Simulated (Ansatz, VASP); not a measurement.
**Two plane-wave programs on GaAs**

```
Ga As
1.0
     0.00000    2.87509    2.87509
     2.87509    0.00000    2.87509
     2.87509    2.87509    0.00000
Ga As
1 1
Direct
  0.00000 0.00000 0.00000
  0.25000 0.25000 0.25000
```

Alike in both runs: task single point; functional PBE; k mesh 6 × 6 × 6; occupations gaussian, width 0.1 eV; no spin polarisation.

|  | VASP | Ansatz |
| --- | --- | --- |
| version | VASP 6.6.1 | Ansatz 0.2.0 |
| potentials or method | VASP PAW PBE potentials, release 64 (Ga_d, As) | scalar-relativistic, plane waves, PAW |
| plane-wave cutoff (eV) | 520 | 420 |
| valence electrons in the cell | 18 | 28 |

|  | VASP | Ansatz | Ansatz less VASP |
| --- | --- | --- | --- |
| gap on the k mesh at the Fermi level (eV) | 0.14 | 0.14 | -0.003 |
| least direct gap on the mesh (eV) | 0.14 | 0.14 | -0.003 |
| pressure (GPa) | 0.0 | -0.1 | -0.16 |

With one functional, cell and mesh, what is left measures potentials, basis and numerics. The two sets of potentials don't hold the same shells in valence.

A hybrid or GW would open this gap; PBE tends to underestimate it.
